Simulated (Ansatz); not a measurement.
# Al vacancy in Al

Computed with DFT PBE, scalar-relativistic, plane waves, PAW (Ansatz). Run with 420 eV cutoff, 5×5×5 k-mesh, Gaussian smearing of 0.10 eV, no spin polarisation.

Host crystal, relaxed:

```xyz
1
Lattice="0.0000 2.0208 2.0208 2.0208 0.0000 2.0208 2.0208 2.0208 0.0000" Properties=species:S:1:pos:R:3 pbc="T T T"
Al    0.0000    0.0000    0.0000
```

Supercell of 16 atoms, rows in host cell vectors: 1 1 -3; 1 1 1; 1 -3 1. Atoms relax at the host's cell, keeping the symmetry that the supercell leaves at the site. The cell is small, so energies carry finite-size errors of tenths of an eV. The host is a metal. Atoms are taken from and returned to the elements' standard states.

Defect: Al vacancy set at (0.000, 0.000, 0.000) of the host cell. Before relaxation its nearest neighbours are 12 Al at 2.86 Å.

```json
{"charge": "0", "E_f at the valence band top (eV)": "0.58", "moment (μB)": "0.00", "largest move (Å)": "0.04", "atoms near the site": "12 Al at 2.82 Å"}
```